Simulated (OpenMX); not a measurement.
Runs of OpenMX 3.8.5 on K. It takes space group Im-3m (No. 229, cubic). Conventional cell: a = 5.395 Å, b = 5.395 Å, c = 5.395 Å, α = 90.00°, β = 90.00°, γ = 90.00°. 

```csv
task,level,potentials or basis,spin,k mesh,SCF threshold,gap on the mesh (eV),pressure (GPa)
single point,PBE,"OpenMX 2013 PBE set, K10.0-s3p2d1, grid cutoff 260 Ry",off,7 × 7 × 7,1e-08 Ha,none,-0.2
band structure,PBE,"OpenMX 2013 PBE set, K10.0-s3p2d1, grid cutoff 300 Ry",off,7 × 7 × 7,1e-08 Ha,-,-0.2
band structure,LDA,"OpenMX 2013 LDA set, K10.0-s3p2d1, grid cutoff 300 Ry",off,7 × 7 × 7,1e-08 Ha,-,-0.7
single point,PBE+D3(BJ),"OpenMX 2013 PBE set, K10.0-s3p2d1, grid cutoff 300 Ry",off,7 × 7 × 7,1e-08 Ha,none,(a)
atomic charges,PBE+D3,"OpenMX 2013 LDA set, K10.0-s3p2d1, grid cutoff 300 Ry",off,7 × 7 × 7,1e-08 Ha,none,-
band structure,LDA,"OpenMX 2013 LDA set, K10.0-s3p2, grid cutoff 300 Ry",off,7 × 7 × 7,1e-08 Ha,-,-0.6
```

Alike in all rows: cell as given; smearing fermi-dirac 0.05 eV.

Question: Estimate the missing entries.

Answer: (a) -0.4.

Caveats: the basis of atomic orbitals isn't converged, which shifts pressures, moduli and gaps; pairwise dispersion overbinds metals, which lowers pressure and volume (some runs); the potentials were made for another functional, which shifts forces and pressure (some runs).

A k mesh can miss the band edges.

A gap of «none» marks a metal or a gap under the smearing width.

Not every run made on this cell is shown here.
